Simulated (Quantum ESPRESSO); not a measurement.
Crystal: Hf.

```xyz
2
Lattice="3.1967 0.0000 0.0000 -1.5983 2.7684 0.0000 0.0000 0.0000 5.0578" Properties=species:S:1:pos:R:3 pbc="T T T"
Hf    1.5984    0.9228    3.7934
Hf    0.0000    1.8456    1.2645
```

* Program: Quantum ESPRESSO 7.5
* Task: phonon dispersion
* Functional: LDA
* Potentials or basis: JTH 2.0 LDA
* Cutoff: 490 eV
* Density cutoff: 2939 eV
* k mesh: 8 × 8 × 4
* Occupations: cold, width 0.2 eV
* Spin: no spin polarisation
* Form of the LDA correlation: PW92
* Mixing beta: 0.5
* Most SCF iterations: 120
* SCF threshold: 4e-10 Ry
* q mesh: 2 × 2 × 2

The cell and the atoms were relaxed first, to 20.82 Å³/atom (a = 3.122 Å, b = 3.122 Å, c = 4.932 Å, α = 90.00°, β = 90.00°, γ = 120.00°), and the response was taken there.

Is this structure dynamically stable at this level, and how far does the spectrum reach?

Yes, as far as this q mesh shows: no mode on the path is imaginary. The highest frequency is 160 cm⁻¹.

Phonon frequencies at the corners of the path (cm⁻¹, interpolated; i marks imaginary ones):
| point | frequencies |
| --- | --- |
| Γ | 0 0 0 70 70 138 |
| M | 63 73 124 131 136 142 |
| K | 105 107 107 127 127 145 |
| A | 49 49 49 49 115 115 |
| L | 100 100 105 105 158 158 |
| H | 98 98 123 123 158 158 |

Harmonic thermodynamics per atom at this volume (zero-point energy 19.6 meV, Debye temperature from the second moment 204 K):
```csv
T (K),free energy (meV),entropy (k_B),heat capacity Cv (k_B)
50,18.6,0.79,1.50
100,12.1,2.20,2.46
200,-15.6,4.06,2.85
298.15,-55.2,5.22,2.93
500,-160.3,6.75,2.98
800,-354.2,8.15,2.99
```

Phonon states per cell in windows of 10 cm⁻¹ (negative: imaginary):
```csv
from (cm⁻¹),total
0,0.00
10,0.01
20,0.04
30,0.07
40,0.13
50,0.21
60,0.34
70,0.49
80,0.59
90,0.70
100,0.56
110,0.69
120,0.56
130,0.59
140,0.60
150,0.42
```

A q mesh this small can miss soft modes between its points.

Caveat: the mesh is thin for the phonons of a metal; the cutoff is low for these files, which shifts pressure and relaxed volume; the q mesh is small, so phonon branches between its points and thermal values are rough.
